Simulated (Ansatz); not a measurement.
# Lanthanum, fcc under revPBE: ground state and equation of state, part 2 of 2

The plan for lanthanum in the fcc structure: relax it, solve it on a dense k-mesh, then scale the cell to 7 volumes from 88 to 112 % of the relaxed one and try a fit of the equation of state. Spin polarisation is left out. The k-meshes are 10×10×10 for the relaxation; 17×17×17 for the dense run; 11×11×11 for the volumes.

Ansatz 0.2.0; DFT, revPBE, plane waves (420 eV) with PAW, scalar-relativistic.

## (7) At 100 % of the relaxed volume

Contents of input.yaml:

```yaml
crystal:
  lattice:
    - [0.0, 2.6836723148, 2.6836723148]
    - [2.6836723148, 0.0, 2.6836723148]
    - [2.6836723148, 2.6836723148, 0.0]
  atoms:
    - { symbol: La, position: [0.0, 0.0, 0.0] }
hamiltonian:
  xc: revpbe
  pseudopotentials:
    kind: paw
    azcp:
      La: "pseudopotentials/La.paw.azcp"
basis:
  ecutwfc: 420
  fft_grid_basis: typed
kpoints:
  mp_grid: { grid: [11, 11, 11], shift: [0, 0, 0] }
magnetization:
  spin_polarized: false
scf:
  occupations: { method: fermi_dirac, width: 0.1 }
  lower_state_search: "off"
output:
  stress: true
  write_density: true
  write_potential: true
  elf: true
  volumetric_format: npy
```

What it wrote, shortened:

```text
Warning: RAYON_NUM_THREADS=2 ignored (pool sized by the plan → 2); use --threads N
[...]
Pseudopotentials: kind: paw
Pseudopotential: La, paw, valence charge 11, recommended cutoff 420 eV (normal), <dir>
Functional definition: revPBE
[...]
Crystal: 1 atoms, lattice volume = 38.656 Å³
Basis set: ecut = 420 eV, 749 PW (Γ)
Bands: 10, of which v1, the nominal top of the filled ones, is band 6 counted from 1 (5 counted from 0)
Symmetry: 48 space group operations
Space group: Fm-3m (ITA 225), of the structure as read, at distance tolerance 3.4e-5 Å
k-points: 56 of 1331
[...]
SCF iter   1: F=—  HF=-6256.994003 eV  |F-HF|=—  |Δ(HF+E_count)|=         —  Δρ=3.40e-3  dr2=5.51e-3  ethr=1.77e-3  ⟨swp⟩=3.6  Hψ=2514  notcnv=0
[...]
SCF iter   6: F=-6256.994623 eV  HF=-6256.994623 eV  |F-HF|=4.65e-9  |Δ(HF+E_count)|=   1.36e-7  Δρ=1.13e-5  dr2=2.26e-8  ethr=9.09e-10  ⟨swp⟩=8.9  Hψ=4035  notcnv=0
[...]
SCF converged after 6 iterations
Free energy (F): -6256.994623 eV
[...]
E sigma→0 (E₀):  -6256.963527 eV
Entropy (-TS):   -0.062191 eV (-62.191 meV/atom)
Fermi energy:    10.581646 eV
[...]
--- Stress (GPa, compression-positive) ---
       -0.122365      -0.000000      -0.000000
        0.000000      -0.122365      -0.000000
        0.000000      -0.000000      -0.122365
  P = ⅓ Tr σ = -0.1224 GPa (-1.224 kbar)
--- Band table (eV; the first three rows and the last of 56) ---
  k-point 0: bands = ["-22.3202", "-5.3717", "-5.3717", "-5.3717", "7.3766", "11.7981", "12.0644", "12.0644", "12.0644", "12.2459"]
[...]
```

Run time: 1 s. Hardware: 2 threads of an Arm CPU, shared host; peak memory 0.3 GiB.

## (8) At 104 % of the relaxed volume

Changes to input.yaml since step 7:

```diff
@@ -2,5 +2,5 @@
   lattice:
-    - [0.0, 2.6836723148, 2.6836723148]
-    - [2.6836723148, 0.0, 2.6836723148]
-    - [2.6836723148, 2.6836723148, 0.0]
+    - [0.0, 2.7189878426, 2.7189878426]
+    - [2.7189878426, 0.0, 2.7189878426]
+    - [2.7189878426, 2.7189878426, 0.0]
   atoms:
```

What it wrote, shortened:

```text
Warning: RAYON_NUM_THREADS=2 ignored (pool sized by the plan → 2); use --threads N
[...]
[... 3 set-up lines as earlier in the session ...]
[...]
Crystal: 1 atoms, lattice volume = 40.202 Å³
Basis set: ecut = 420 eV, 749 PW (Γ)
Bands: 10, of which v1, the nominal top of the filled ones, is band 6 counted from 1 (5 counted from 0)
[... 2 set-up lines as earlier in the session ...]
k-points: 56 of 1331
[...]
SCF iter   1: F=—  HF=-6256.987888 eV  |F-HF|=—  |Δ(HF+E_count)|=         —  Δρ=3.03e-3  dr2=4.04e-3  ethr=1.77e-3  ⟨swp⟩=3.6  Hψ=2513  notcnv=0
[...]
SCF iter   6: F=-6256.989155 eV  HF=-6256.989155 eV  |F-HF|=8.73e-9  |Δ(HF+E_count)|=   1.92e-7  Δρ=1.08e-5  dr2=2.50e-8  ethr=9.09e-10  ⟨swp⟩=9.2  Hψ=4027  notcnv=0
[...]
SCF converged after 6 iterations
Free energy (F): -6256.989155 eV
[...]
E sigma→0 (E₀):  -6256.957062 eV
Entropy (-TS):   -0.064185 eV (-64.185 meV/atom)
Fermi energy:    10.109518 eV
[...]
--- Stress (GPa, compression-positive) ---
       -0.988432      -0.000000       0.000000
       -0.000000      -0.988432       0.000000
        0.000000       0.000000      -0.988432
  P = ⅓ Tr σ = -0.9884 GPa (-9.884 kbar)
--- Band table (eV; the first three rows and the last of 56) ---
  k-point 0: bands = ["-22.8569", "-5.9712", "-5.9712", "-5.9712", "6.8923", "11.2855", "11.5607", "11.5607", "11.5607", "11.6949"]
[...]
```

Wall time 1 s (2 threads of an Arm CPU, shared host); peak memory 0.3 GiB.

## (9) At 108 % of the relaxed volume

Changes to input.yaml since step 8:

```diff
@@ -2,5 +2,5 @@
   lattice:
-    - [0.0, 2.7189878426, 2.7189878426]
-    - [2.7189878426, 0.0, 2.7189878426]
-    - [2.7189878426, 2.7189878426, 0.0]
+    - [0.0, 2.7534090643, 2.7534090643]
+    - [2.7534090643, 0.0, 2.7534090643]
+    - [2.7534090643, 2.7534090643, 0.0]
   atoms:
@@ -25,5 +25 @@
   stress: true
-  write_density: true
-  write_potential: true
-  elf: true
-  volumetric_format: npy
```

What it wrote, shortened:

```text
Warning: RAYON_NUM_THREADS=2 ignored (pool sized by the plan → 2); use --threads N
[...]
[... 3 set-up lines as earlier in the session ...]
[...]
Crystal: 1 atoms, lattice volume = 41.749 Å³
Basis set: ecut = 420 eV, 869 PW (Γ)
Bands: 10, of which v1, the nominal top of the filled ones, is band 6 counted from 1 (5 counted from 0)
[... 1 set-up line as earlier in the session ...]
Space group: Fm-3m (ITA 225), of the structure as read, at distance tolerance 3.5e-5 Å
k-points: 56 of 1331
[...]
SCF iter   1: F=—  HF=-6256.974095 eV  |F-HF|=—  |Δ(HF+E_count)|=         —  Δρ=2.74e-3  dr2=2.90e-3  ethr=1.77e-3  ⟨swp⟩=3.6  Hψ=2500  notcnv=0
[...]
SCF iter   6: F=-6256.975910 eV  HF=-6256.975910 eV  |F-HF|=2.83e-8  |Δ(HF+E_count)|=   3.40e-7  Δρ=1.05e-5  dr2=4.20e-8  ethr=9.09e-10  ⟨swp⟩=3.2  Hψ=2151  notcnv=0
[...]
SCF converged after 6 iterations
Free energy (F): -6256.975910 eV
[...]
E sigma→0 (E₀):  -6256.942830 eV
Entropy (-TS):   -0.066160 eV (-66.160 meV/atom)
Fermi energy:    9.670665 eV
[...]
--- Stress (GPa, compression-positive) ---
       -1.738108      -0.000000       0.000000
       -0.000000      -1.738108      -0.000000
        0.000000       0.000000      -1.738108
  P = ⅓ Tr σ = -1.7381 GPa (-17.381 kbar)
```

Run time: 0.74 s. Hardware: 2 threads of an Arm CPU, shared host; peak memory 0.3 GiB.

## (10) At 112 % of the relaxed volume

Changes to input.yaml since step 9:

```diff
@@ -2,5 +2,5 @@
   lattice:
-    - [0.0, 2.7534090643, 2.7534090643]
-    - [2.7534090643, 0.0, 2.7534090643]
-    - [2.7534090643, 2.7534090643, 0.0]
+    - [0.0, 2.7869905332, 2.7869905332]
+    - [2.7869905332, 0.0, 2.7869905332]
+    - [2.7869905332, 2.7869905332, 0.0]
   atoms:
@@ -25 +25,5 @@
   stress: true
+  write_density: true
+  write_potential: true
+  elf: true
+  volumetric_format: npy
```

What it wrote, shortened:

```text
Warning: RAYON_NUM_THREADS=2 ignored (pool sized by the plan → 2); use --threads N
[...]
[... 3 set-up lines as earlier in the session ...]
[...]
Crystal: 1 atoms, lattice volume = 43.295 Å³
Basis set: ecut = 420 eV, 869 PW (Γ)
Bands: 10, of which v1, the nominal top of the filled ones, is band 6 counted from 1 (5 counted from 0)
[... 2 set-up lines as earlier in the session ...]
k-points: 56 of 1331
[...]
SCF iter   1: F=—  HF=-6256.953676 eV  |F-HF|=—  |Δ(HF+E_count)|=         —  Δρ=2.53e-3  dr2=2.10e-3  ethr=1.77e-3  ⟨swp⟩=3.5  Hψ=2494  notcnv=0
[...]
SCF iter   6: F=-6256.955913 eV  HF=-6256.955913 eV  |F-HF|=1.46e-8  |Δ(HF+E_count)|=   1.56e-7  Δρ=9.16e-6  dr2=2.41e-8  ethr=9.09e-10  ⟨swp⟩=8.9  Hψ=3959  notcnv=0
[...]
SCF converged after 6 iterations
Free energy (F): -6256.955913 eV
[...]
E sigma→0 (E₀):  -6256.921851 eV
Entropy (-TS):   -0.068122 eV (-68.122 meV/atom)
Fermi energy:    9.261949 eV
[...]
--- Stress (GPa, compression-positive) ---
       -2.390587       0.000000      -0.000000
        0.000000      -2.390587      -0.000000
        0.000000       0.000000      -2.390587
  P = ⅓ Tr σ = -2.3906 GPa (-23.906 kbar)
--- Band table (eV; the first three rows and the last of 56) ---
  k-point 0: bands = ["-23.8403", "-7.0527", "-7.0527", "-7.0527", "6.0443", "10.3500", "10.6504", "10.6504", "10.6504", "10.6942"]
[...]
```

It took 1.1 s on 2 threads of an Arm CPU, shared host; peak memory 0.31 GiB.

## (11) Fitting the volumes

The cell was scaled evenly, with its shape and the fractional positions fixed.

| V (Å³/atom) | E − E₀ (meV/atom) | P from the stress (GPa) | P from the fit (GPa) |
| --- | --- | --- | --- |
| 34.017 | 42.8 | 3.49 | 3.47 |
| 35.564 | 16.4 | 2.08 | 2.03 |
| 37.110 | 2.9 | 0.89 | 0.81 |
| 38.656 | 0.3 | -0.12 | -0.22 |
| 40.202 | 6.8 | -0.99 | -1.10 |
| 41.749 | 21.0 | -1.74 | -1.84 |
| 43.295 | 42.0 | -2.39 | -2.47 |

Fit (Birch-Murnaghan, third order): V₀ = 38.297 Å³/atom, B₀ = 24 GPa, B₀′ = 3.1, largest residual 0.06 meV/atom.

Fit and stress differ a little: one follows E(σ → 0), the other the smeared free energy.

## (12) Results

This closing draws on all 2 parts.

| quantity | value |
| --- | --- |
| space group (spins left aside) | Fm-3m (No. 225) |
| conventional cell | a = 5.367 Å |
| volume | 38.656 Å³/atom |
| shortest distance | 3.795 Å |
| gap on the mesh | none (levels filled in part) |
| relative to dhcp | +5 meV/atom |
| highest ELF outside the cores | 0.69, 2.68 Å from the nearest atom |
| V₀, B₀, B₀′ | 38.297 Å³/atom, 24 GPa, 3.1 |

**Reading.** The relaxation enlarged the cell by 3.3 % in volume. It lies 5 meV/atom above the element's reference form at the same level (dhcp, from a run of its own). No gap shows: it is a metal or semimetal at this level. B₀ comes out at 24 GPa. The symmetry was held, so the structure may be unstable against distortions that break it.
